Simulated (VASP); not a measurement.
# Fe in VASP: settings compared

The runs below take Fe through work function, density of states, with PBE, LDA, LDA+U.

All numbers are computed with VASP 6.6.1; they aren't measurements. Logs are shortened: lines on timing, memory, paths and dates and some standing lists are left out, and cuts for length are marked.

## 1. Starting point

The cell holds a sheet with vacuum, 1 atom: a = 2.311 Å, b = 2.311 Å, c = 23.800 Å, α = 90.00°, β = 90.00°, γ = 90.00°.

The cell was built by a generator and needn't be a form met in nature.

## 2. Work function, PBE, collinear spin, ferromagnetic start

File INCAR:

```
  ALGO = Normal
  DIPOL = 0.5 0.5 0.294
  EDIFF = 1E-7
  ENCUT = 520
  GGA = PE
  IDIPOL = 3
  ISIF = 2
  ISMEAR = 0
  ISPIN = 2
  LASPH = T
  LCHARG = T
  LDIPOL = T
  LELF = T
  LMAXMIX = 4
  LORBIT = 11
  LREAL = F
  LVACPOTAV = T
  LVHAR = T
  LWAVE = F
  MAGMOM = 3
  NELM = 100
  PREC = Accurate
  SIGMA = 0.05
```

File KPOINTS:

```
k-points
0
Gamma
  11 11 1
```

File POSCAR:

```
Fe
1.0
    2.3111900000      0.0000000000      0.0000000000
    0.0000000000      2.3111900000      0.0000000000
    0.0000000000      0.0000000000     23.8000000000
Fe
1
Direct
    0.0000000000      0.0000000000      0.2941200000
```

Potentials or basis: VASP PAW PBE potentials, release 64 (Fe).

Run with:

```console
> cat potpaw_PBE.64/Fe/POTCAR > POTCAR
> mpirun -np 1 vasp_std > vasp.out
```

OUTCAR:

```text
EDIFF = 1E-7
   ENCUT = 520
   GGA = PE
   ISIF = 2
   ISMEAR = 0
   ISPIN = 2
   LASPH = T
   LORBIT = 11
   LREAL = F
   NELM = 100
   PREC = Accurate

 ion  position               nearest neighbor table
   1  0.000  0.000  0.294-

  LATTYP: Found a simple tetragonal cell.
 ALAT       =     2.3111900000
 C/A-ratio  =    10.2977254142

  Lattice vectors:

 A1 = (   2.3111900000,   0.0000000000,   0.0000000000)
 A2 = (   0.0000000000,   2.3111900000,   0.0000000000)
 A3 = (   0.0000000000,   0.0000000000,  23.8000000000)

Analysis of symmetry for initial positions (statically):
=====================================================================
 Subroutine PRICEL returns:
 Original cell was already a primitive cell.

 Routine SETGRP: Setting up the symmetry group for a
 simple tetragonal supercell.

 Subroutine GETGRP returns: Found 16 space group operations
 (whereof  8 operations were pure point group operations)
 out of a pool of 16 trial point group operations.

The static configuration has the point symmetry C_4v.
 The point group associated with its full space group is D_4h.

Analysis of symmetry for dynamics (positions and initial velocities):
=====================================================================
 Subroutine PRICEL returns:
 Original cell was already a primitive cell.

 Routine SETGRP: Setting up the symmetry group for a
 simple tetragonal supercell.

 Subroutine GETGRP returns: Found 16 space group operations
 (whereof  8 operations were pure point group operations)
 out of a pool of 16 trial point group operations.

The dynamic configuration has the point symmetry C_4v.
 The point group associated with its full space group is D_4h.

Analysis of structural, dynamic, and magnetic symmetry:
=====================================================================
 Subroutine PRICEL returns:
 Original cell was already a primitive cell.

 Routine SETGRP: Setting up the symmetry group for a
 simple tetragonal supercell.

 Subroutine GETGRP returns: Found 16 space group operations
 (whereof  8 operations were pure point group operations)
 out of a pool of 16 trial point group operations.

The overall configuration has the point symmetry C_4v.
 The point group associated with its full space group is D_4h.

 Subroutine INISYM returns: Found 16 space group operations
 (whereof  8 operations are pure point group operations),
 and found     1 'primitive' translations

----------------------------------------------------------------------------------------

                                     Primitive cell

  volume of cell :     127.1301

  direct lattice vectors                    reciprocal lattice vectors
     2.311190000  0.000000000  0.000000000     0.432677538  0.000000000  0.000000000
     0.000000000  2.311190000  0.000000000     0.000000000  0.432677538  0.000000000
     0.000000000  0.000000000 23.800000000     0.000000000  0.000000000  0.042016807

  length of vectors
     2.311190000  2.311190000 23.800000000     0.432677538  0.432677538  0.042016807

  position of ions in fractional coordinates (direct lattice)
     0.000000000  0.000000000  0.294120000

  ion indices of the primitive-cell ions
   primitive index   ion index
                 1           1

----------------------------------------------------------------------------------------

 KPOINTS: k-points

Automatic generation of k-mesh.
 Grid dimensions read from file:
 generate k-points for:   11   11    1

 Generating k-lattice:

  Cartesian coordinates                     Fractional coordinates (reciprocal lattice)
     0.039334322  0.000000000  0.000000000     0.090909091  0.000000000  0.000000000
     0.000000000  0.039334322  0.000000000     0.000000000  0.090909091  0.000000000
     0.000000000  0.000000000  0.042016807     0.000000000  0.000000000  1.000000000

  Length of vectors
     0.039334322  0.039334322  0.042016807

  Shift w.r.t. Gamma in fractional coordinates (k-lattice)
     0.000000000  0.000000000  0.000000000

 Subroutine IBZKPT returns following result:
 ===========================================

 Found     21 irreducible k-points:

 Following reciprocal coordinates:
            Coordinates               Weight
  0.000000  0.000000  0.000000      1.000000
  0.090909  0.000000  0.000000      4.000000
  0.181818  0.000000  0.000000      4.000000
  0.272727  0.000000  0.000000      4.000000
  0.363636  0.000000  0.000000      4.000000
  0.454545  0.000000  0.000000      4.000000
[... 13 lines left out ...]
  0.454545  0.363636  0.000000      8.000000
  0.454545  0.454545  0.000000      4.000000
   k-points           NKPTS =     21   k-points in BZ     NKDIM =     21   number of bands    NBANDS=     10
   number of dos      NEDOS =    301   number of ions     NIONS =      1
   total plane-waves  NPLWV =  58320
   dimension x,y,z NGX =    18 NGY =   18 NGZ =  180
   dimension x,y,z NGXF=    36 NGYF=   36 NGZF=  360
   ions per type =               1
   NGX,Y,Z   is equivalent  to a cutoff of  12.95, 12.95, 12.57 a.u.
   NGXF,Y,Z  is equivalent  to a cutoff of  25.90, 25.90, 25.15 a.u.
 SYSTEM =  unknown system
   PREC   = accura    normal or accurate (medium, high low for compatibility)
   ISTART =      0    job   : 0-new  1-cont  2-samecut
   ICHARG =      2    charge: 1-file 2-atom 10-const
   ISPIN  =      2    spin polarized calculation?
   LNONCOLLINEAR =      F non collinear calculations
   LSORBIT =      F    spin-orbit coupling
   LASPH  =      T    aspherical Exc in radial PAW
   ENCUT  =  520.0 eV  38.22 Ry    6.18 a.u.   4.30  4.30 44.25*2*pi/ulx,y,z
   NELM   =    100;   NELMIN=  2; NELMDL= -5     # of ELM steps
   EDIFF  = 0.1E-06   stopping-criterion for ELM
   LREAL  =      F    real-space projection
   EDIFFG = 0.1E-05   stopping-criterion for IOM
   NSW    =      0    number of steps for IOM
   IBRION =     -1    ionic relax: 0-MD 1-quasi-New 2-CG
   NFREE  =      0    steps in history (QN), initial steepest desc. (CG)
   ISIF   =      2    stress and relaxation
   ISYM   =      2    0-nonsym 1-usesym 2-fastsym
   POTIM  = 0.5000    time-step for ionic-motion
   TEBEG  =    0.0;   TEEND  =   0.0 temperature during run
   PSTRESS=    0.0 pullay stress
   NELECT =       8.0000    total number of electrons
   NUPDOWN=      -1.0000    fix difference up-down
   EMIN   =  10.00;   EMAX   =-10.00  energy-range for DOS
   EFERMI =   0.00;   METHOD = LEGACY
   ISMEAR =     0;   SIGMA  =   0.05  broadening in eV -4-tet -1-fermi 0-gaus
   EFERMI_NEDOS =   21; number of points for ismear=-14 and -15
   IALGO  =     38    algorithm
   IMIX   =      4    mixing-type and parameters
     AMIX     =   0.40;   BMIX     =  1.00
     AMIX_MAG =   1.60;   BMIX_MAG =  1.00
  volume/ion in A,a.u.               =     127.13       857.92
  Fermi-wavevector in a.u.,A,eV,Ry     =   0.651162  1.230517  5.769025  0.424011
  Thomas-Fermi vector in A             =   1.720673
   LORBIT       =     11    0 simple, 1 ext, 2 COOP (PROOUT), +10 PAW based schemes
   GGA     = PE    functional components
   LHFCALC =     F    Hartree Fock is set to
   AEXX    =    0.0000 exact exchange contribution
   IVDW    =     0    specifies the selected vdW correction
   LEPSILON=     F    determine dielectric tensor
   LRPA    =     F    only Hartree local field effects (RPA)
 spin polarized calculation
 Gauss-broadening in eV      SIGMA  =   0.05
  energy-cutoff  :      520.00
  volume of cell :      127.13
 maximum number of plane-waves:      3461
 NGX is ok and might be reduce to    18
   NGX =  9   NGY =  9   NGZ = 89

 dipolmoment           0.000000      0.000000      0.000008 electrons x Angstroem

 number of electron       7.9999996 magnetization       2.7442712

 dipolmoment           0.000000      0.000000     -0.000001 electrons x Angstroem

 Free energy of the ion-electron system (eV)
  ---------------------------------------------------
  ext. energy  EPLUGINS =         0.00000000
  ---------------------------------------------------
  free energy    TOTEN  =        -6.41281250 eV

  energy without entropy =       -6.41161618  energy(sigma->0) =       -6.41221434

 E-fermi :  -3.6243     XC(G=0):  -1.9805

 val. band max:       -3.7135557478   @ k =   0.3636   0.0909   0.0000
 cond. band min:      -3.6076398744   @ k =   0.4545   0.3636   0.0000
 fundamental gap:      0.1059158734
 Fermi energy:        -3.6243019383

 spin component 1

 k-point     1 :       0.0000    0.0000    0.0000
  band No.  band energies     occupation
      1      -9.4436      1.00000
      2      -7.4702      1.00000
      3      -6.5594      1.00000
      4      -4.5266      1.00000
      5      -4.5266      1.00000
      6      -3.8660      1.00000
      7      -3.5604      0.03537
      8       0.6012      0.00000
      9       1.0786      0.00000
     10       1.2070      0.00000

 k-point     2 :       0.0909    0.0000    0.0000
  band No.  band energies     occupation
      1      -9.1830      1.00000
      2      -7.3402      1.00000
      3      -6.4768      1.00000
      4      -4.9888      1.00000
      5      -4.5112      1.00000
      6      -3.9762      1.00000
      7      -3.0032      0.00000
      8       0.8234      0.00000
      9       1.3196      0.00000
     10       1.4374      0.00000

 k-point     3 :       0.1818    0.0000    0.0000
  band No.  band energies     occupation
      1      -8.5075      1.00000
      2      -6.9009      1.00000
      3      -6.2393      1.00000
      4      -5.6745      1.00000
      5      -4.4698      1.00000
      6      -4.2633      1.00000
      7      -1.9796      0.00000
      8       1.4899      0.00000
      9       2.0355      0.00000
     10       2.1289      0.00000
[... 209 lines left out ...]
 k-point    20 :       0.4545    0.3636    0.0000
  band No.  band energies     occupation
      1      -7.8304      1.00000
      2      -6.3845      1.00000
      3      -6.0025      1.00000
      4      -5.1968      1.00000
      5      -3.4082      0.00000
      6       1.9214      0.00000
      7       4.5269      0.00000
      8       6.8119      0.00000
      9       9.4394      0.00000
     10       9.8421      0.00000

 k-point    21 :       0.4545    0.4545    0.0000
  band No.  band energies     occupation
      1      -8.1348      1.00000
      2      -6.2758      1.00000
      3      -6.2395      1.00000
      4      -5.0770      1.00000
      5      -2.7149      0.00000
      6       3.5685      0.00000
      7       4.8094      0.00000
      8       8.7427      0.00000
      9       9.6396      0.00000
     10      10.6139      0.00000
 Fermi energy:        -3.6243019383

 spin component 2

 k-point     1 :       0.0000    0.0000    0.0000
  band No.  band energies     occupation
      1      -8.8240      1.00000
      2      -5.7149      1.00000
      3      -3.9888      1.00000
      4      -3.1990      0.00000
      5      -1.8180      0.00000
      6      -1.8179      0.00000
      7      -0.7187      0.00000
      8       0.6775      0.00000
      9       1.0288      0.00000
     10       1.2459      0.00000

 k-point     2 :       0.0909    0.0000    0.0000
  band No.  band energies     occupation
      1      -8.5556      1.00000
      2      -5.5842      1.00000
      3      -3.8773      1.00000
      4      -3.3746      0.00000
      5      -1.7996      0.00000
      6      -1.5973      0.00000
      7      -0.8520      0.00000
      8       0.8970      0.00000
      9       1.2796      0.00000
     10       1.4746      0.00000

 k-point     3 :       0.1818    0.0000    0.0000
  band No.  band energies     occupation
      1      -7.8047      1.00000
      2      -5.2041      1.00000
      3      -3.8040      1.00000
      4      -3.5586      0.03157
      5      -1.7500      0.00000
      6      -1.1969      0.00000
      7      -0.9374      0.00000
      8       1.5555      0.00000
      9       2.0102      0.00000
     10       2.1616      0.00000
[... 209 lines left out ...]
 k-point    20 :       0.4545    0.3636    0.0000
  band No.  band energies     occupation
      1      -5.8118      1.00000
      2      -4.0874      1.00000
      3      -3.6076      0.31872
      4      -1.8840      0.00000
      5      -1.3517      0.00000
      6       2.7159      0.00000
      7       5.3424      0.00000
      8       7.4672      0.00000
      9       9.8125      0.00000
     10       9.8912      0.00000

 k-point    21 :       0.4545    0.4545    0.0000
  band No.  band energies     occupation
      1      -6.1218      1.00000
      2      -3.9293      1.00000
      3      -3.8742      1.00000
      4      -1.7110      0.00000
      5      -0.5035      0.00000
      6       4.1975      0.00000
      7       5.3816      0.00000
      8       9.3285      0.00000
      9      10.4042      0.00000
     10      11.0327      0.00000

------------------------ aborting loop because EDIFF is reached ----------------------------------------

  FORCE on cell =-STRESS in cart. coord.  units (eV):
  Direction    XX          YY          ZZ          XY          YZ          ZX
  --------------------------------------------------------------------------------------
  -------------------------------------------------------------------------------------
  Total       -0.0155723     -0.0155723     -0.0006134      0.0000000      0.0000000      0.0000000
  in kB       -0.1962526     -0.1962526     -0.0077309      0.0000000      0.0000000      0.0000000
  external PRESSURE =      -0.1334121 kB  Pullay stress =       0.0000000 kB

 VOLUME and BASIS-vectors are now :
 -----------------------------------------------------------------------------
  energy-cutoff  :      520.00
  volume of cell :      127.13
      direct lattice vectors                 reciprocal lattice vectors
     2.311190000  0.000000000  0.000000000     0.432677538  0.000000000  0.000000000
     0.000000000  2.311190000  0.000000000     0.000000000  0.432677538  0.000000000
     0.000000000  0.000000000 23.800000000     0.000000000  0.000000000  0.042016807

 POSITION                                       TOTAL-FORCE (eV/Angst)
 -----------------------------------------------------------------------------------
      0.00000      0.00000      7.00006         0.000000      0.000000     -0.000000
 -----------------------------------------------------------------------------------
    total drift:                               -0.000000      0.000000     -0.000034

  FREE ENERGIE OF THE ION-ELECTRON SYSTEM (eV)
  ---------------------------------------------------
  free  energy   TOTEN  =        -6.4128125016 eV

  energy  without entropy=       -6.4116161817  energy(sigma->0) =       -6.41221434

 vacuum level on the upper side and lower side of the slab         1.040         1.040

 total charge

# of ion       s       p       d       tot
------------------------------------------
    1        0.502   0.311   6.240   7.053

 magnetization (x)

# of ion       s       p       d       tot
------------------------------------------
    1        0.028  -0.004   2.657   2.681
```

Wall time 67 s (1 thread of Intel Xeon Platinum 8559C (Emerald Rapids), shared host); peak memory 0.28 GiB.

Results:

| Item | Value |
| --- | --- |
| Free energy | -6.4128 eV |
| Band gap on the k mesh | none (metal or under the smearing width) |
| Net moment | 2.74 μB per cell |
| Site moments | Fe +2.68 μB |
| Valence electrons inside the program's atomic spheres | Fe 7.05 |
| Work function of the upper face | 4.66 eV |
| Work function of the lower face | 4.66 eV |

## 3. Density of states, LDA, collinear spin, ferromagnetic start

POSCAR is that of step 2.

File INCAR.step1:

```
PREC = Accurate
ENCUT = 520
EDIFF = 1E-6
ISMEAR = -1
SIGMA = 0.05
LREAL = False
LASPH = True
NELM = 120
ALGO = Normal
ISIF = 2
LWAVE = False
LCHARG = True
ISPIN = 2
MAGMOM = 3
LMAXMIX = 4
LDIPOL = True
IDIPOL = 3
DIPOL = 0.5 0.5 0.294
GGA = CA
NBANDS = 14
```

File KPOINTS.step1:

```
regular mesh
0
Gamma
  8 8 1
```

File INCAR.step2:

```
PREC = Accurate
ENCUT = 520
EDIFF = 1E-6
ISMEAR = -5
SIGMA = 0.05
LREAL = False
LASPH = True
NELM = 120
ALGO = Normal
ISIF = 2
LWAVE = False
LCHARG = False
ISPIN = 2
MAGMOM = 3
LORBIT = 11
LMAXMIX = 4
LDIPOL = True
IDIPOL = 3
DIPOL = 0.5 0.5 0.294
GGA = CA
NBANDS = 14
NEDOS = 2001
ICHARG = 11
```

File KPOINTS.step2:

```
regular mesh
0
Gamma
  12 12 1
```

Potentials or basis: VASP PAW LDA potentials, release 64 (Fe).

Run with:

```console
> cat potpaw_LDA.64/Fe/POTCAR > POTCAR
> cp INCAR.step1 INCAR
> cp KPOINTS.step1 KPOINTS
> mpirun -np 1 vasp_std > vasp.out
> cp INCAR.step2 INCAR
> cp KPOINTS.step2 KPOINTS
> mpirun -np 1 vasp_std > vasp.out
```

Wall time 2.1 min (1 thread of Intel Xeon Platinum 8488C (Sapphire Rapids), shared host); peak memory 0.23 GiB.

It converged, with:

| Item | Value |
| --- | --- |
| Net moment | 2.65 μB per cell |
| Site moments | Fe +2.56 μB |
| Valence electrons inside the program's atomic spheres | Fe 7.08 |

Levels at points of the mesh, in eV from the Fermi level:
Spin up:
| k point | band 1 | band 2 | band 3 | band 4 | band 5 | band 6 | band 7 | band 8 | band 9 | band 10 |
| --- | --- | --- | --- | --- | --- | --- | --- | --- | --- | --- |
| (0.00, 0.00, 0.00) | -5.79 | -3.82 | -2.63 | -0.63 | -0.63 | 0.07 | 0.14 | 4.54 | 5.07 | 5.14 |
| (0.50, 0.00, 0.00) | -3.43 | -3.21 | -1.35 | -1.24 | -0.43 | 1.33 | 5.68 | 6.87 | 9.40 | 11.06 |
| (0.50, 0.50, 0.00) | -4.41 | -2.42 | -2.42 | -1.03 | 1.21 | 8.13 | 8.13 | 13.04 | 13.78 | 13.81 |
Spin down:
| k point | band 1 | band 2 | band 3 | band 4 | band 5 | band 6 | band 7 | band 8 |
| --- | --- | --- | --- | --- | --- | --- | --- | --- |
| (0.00, 0.00, 0.00) | -5.07 | -2.09 | -0.60 | 0.53 | 1.77 | 1.77 | 2.57 | 4.67 |
| (0.50, 0.00, 0.00) | -1.75 | -1.34 | 0.99 | 1.07 | 1.78 | 2.00 | 6.99 | 7.43 |
| (0.50, 0.50, 0.00) | -2.74 | -0.32 | -0.32 | 1.63 | 3.38 | 8.78 | 8.78 | 13.87 |

States per cell in windows of 0.5 eV (zero at the Fermi level; states under -6 eV left out):
```
from (eV)    up  down  Fe1_d_up  Fe1_d_down  Fe1_p_up  Fe1_p_down  Fe1_s_up  Fe1_s_down
     -6.0  0.02  0.00      0.00        0.00      0.00        0.00      0.01        0.00
     -5.5  0.05  0.00      0.01        0.00      0.00        0.00      0.03        0.00
     -5.0  0.06  0.05      0.02        0.00      0.00        0.00      0.03        0.02
     -4.5  0.14  0.06      0.09        0.01      0.01        0.00      0.03        0.03
     -4.0  0.30  0.06      0.22        0.01      0.01        0.00      0.03        0.03
     -3.5  0.60  0.06      0.48        0.01      0.02        0.01      0.04        0.03
     -3.0  0.66  0.11      0.56        0.05      0.02        0.01      0.01        0.03
     -2.5  0.72  0.22      0.61        0.13      0.02        0.02      0.01        0.03
     -2.0  0.84  0.42      0.70        0.30      0.03        0.03      0.02        0.04
     -1.5  0.79  0.40      0.70        0.33      0.01        0.02      0.02        0.01
     -1.0  0.77  0.53      0.71        0.44      0.01        0.01      0.01        0.00
     -0.5  0.31  0.78      0.26        0.60      0.01        0.05      0.02        0.01
      0.0  0.14  0.62      0.09        0.46      0.02        0.04      0.01        0.01
      0.5  0.15  0.51      0.06        0.44      0.03        0.01      0.01        0.01
      1.0  0.11  0.67      0.03        0.59      0.03        0.01      0.01        0.01
      1.5  0.11  0.88      0.02        0.77      0.03        0.03      0.01        0.02
      2.0  0.10  0.32      0.02        0.24      0.03        0.03      0.01        0.01
      2.5  0.09  0.16      0.02        0.10      0.02        0.02      0.01        0.01
      3.0  0.09  0.13      0.01        0.05      0.02        0.02      0.00        0.01
      3.5  0.09  0.11      0.01        0.03      0.02        0.02      0.00        0.00
      4.0  0.08  0.09      0.01        0.02      0.02        0.02      0.00        0.00
      4.5  0.13  0.13      0.01        0.02      0.02        0.02      0.00        0.00
      5.0  0.22  0.22      0.01        0.02      0.02        0.02      0.00        0.00
      5.5  0.31  0.24      0.03        0.02      0.03        0.02      0.02        0.00
      6.0  0.35  0.32      0.02        0.02      0.03        0.02      0.01        0.00
      6.5  0.41  0.42      0.02        0.03      0.03        0.03      0.01        0.01
      7.0  0.45  0.37      0.03        0.03      0.04        0.02      0.02        0.01
      7.5  0.47  0.50      0.02        0.04      0.05        0.04      0.02        0.02
```

Caveat: tetrahedron occupations give inexact forces and stress in metals.

[end of part 1 of 2]
